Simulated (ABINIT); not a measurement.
Crystal: BN.

```
CELL_PARAMETERS angstrom
2.49824 0.00000 0.00000
-1.24912 2.16354 0.00000
0.00000 0.00000 6.63570
ATOMIC_POSITIONS crystal
N 0.66667 0.33333 0.25000
N 0.33333 0.66667 0.75000
B 0.66667 0.33333 0.75000
B 0.33333 0.66667 0.25000
```

Base run:

```yaml
Program: ABINIT 10.8.3 (patched build)
Functional: PBEsol
Potentials_or_basis: JTH PAW PBE v2.0
Cutoff: 707 eV
k_mesh: 12 × 12 × 4
Occupations: fermi-dirac, width 0.05 eV
Spin: no spin polarisation
```

Its results: band gap on the k mesh 4.17 eV, indirect (least direct gap 4.58 eV); pressure 2.6 GPa.

Question: After a change of settings the same cell gave: band gap on the k mesh 4.71 eV, indirect (least direct gap 5.02 eV); pressure 6.0 GPa. Which change was it?
A. functional from PBEsol to HCTH407
B. functional from PBEsol to rPW86PBE
C. functional from PBEsol to SOGGA
D. k mesh from 12 × 12 × 4 to 5 × 5 × 2

Answer: A.

Caveats: the PAW data sets were made with another functional, which shifts forces and pressure a little; the atomic spheres overlap; this functional lacks dispersion, which binds the layers, so the pressure and a relaxed spacing across them are unreliable (some runs).

Runs at the PBE level aren't shown here.
